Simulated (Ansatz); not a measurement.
## Response to strain in LiI

Start from LiI in the rock salt structure (space group Fm-3m, No. 225).

```
LiI
1.0
    0.00000     3.00952     3.00952
    3.00952     0.00000     3.00952
    3.00952     3.00952     0.00000
I Li
1 1
Cartesian
  0.00000   0.00000   0.00000
  3.00952   3.00952   3.00952
```

Cartesian axes are those of the cell as printed.

Strains are applied to the cell and any free atomic positions relax; under biaxial strain the out-of-plane vector relaxes too; under stress the whole cell relaxes.

Level of theory: PBE (Ansatz, a quantum-chemistry and plane-wave program), spin-orbit coupling left out.

Notes on the quantities. pressure: mean of the normal stresses, compression positive; energy relative to the base: free energy F.

```csv
change,pressure,band gap,energy relative to the base,gap character,space group
base,0.01 GPa,4.25 eV,0 meV/atom,"indirect, K–Γ (79 % along) → Γ",Fm-3m (No. 225)
"biaxial strain −0.81 %, plane normal [001], relaxed out of plane",0.21 GPa,4.27 eV,+0.4 meV/atom,direct at Γ,I4/mmm (No. 139)
"biaxial strain +1.13 %, plane normal [001], relaxed out of plane",-0.24 GPa,4.18 eV,+0.7 meV/atom,direct at Γ,I4/mmm (No. 139)
"biaxial strain −3.40 %, plane normal [110], relaxed out of plane",1.08 GPa,4.04 eV,+8.9 meV/atom,"indirect, Γ → X",Immm (No. 71)
"biaxial strain +1.46 %, plane normal [111], relaxed out of plane",-0.40 GPa,4.08 eV,+1.5 meV/atom,direct at Γ,R-3m (No. 166)
isotropic strain +4.94 %,-2.07 GPa,3.75 eV,+31 meV/atom,"indirect, K–Γ (79 % along) → Γ",Fm-3m (No. 225)
uniaxial strain ε_yy = −4.98 %,1.27 GPa,4.25 eV,+8.8 meV/atom,"indirect, Γ → M",I4/mmm (No. 139)
uniaxial strain ε_zz = −0.74 %,0.16 GPa,4.27 eV,+0.2 meV/atom,"indirect, S₀–Γ (79 % along) → Γ",I4/mmm (No. 139)
tensor shear ε_yz = −1.42 %,0.02 GPa,4.15 eV,+1.0 meV/atom,direct at Γ,Immm (No. 71)
"uniaxial stress, 0.5 GPa compression along z",–,4.26 eV,+0.7 meV/atom,direct at Γ,I4/mmm (No. 139)
```

Spin-orbit coupling, missing from the scalar runs, can matter with I. Beyond what the load breaks, stability against distortions was not tested. k-point labels follow each cell's own Brillouin zone.
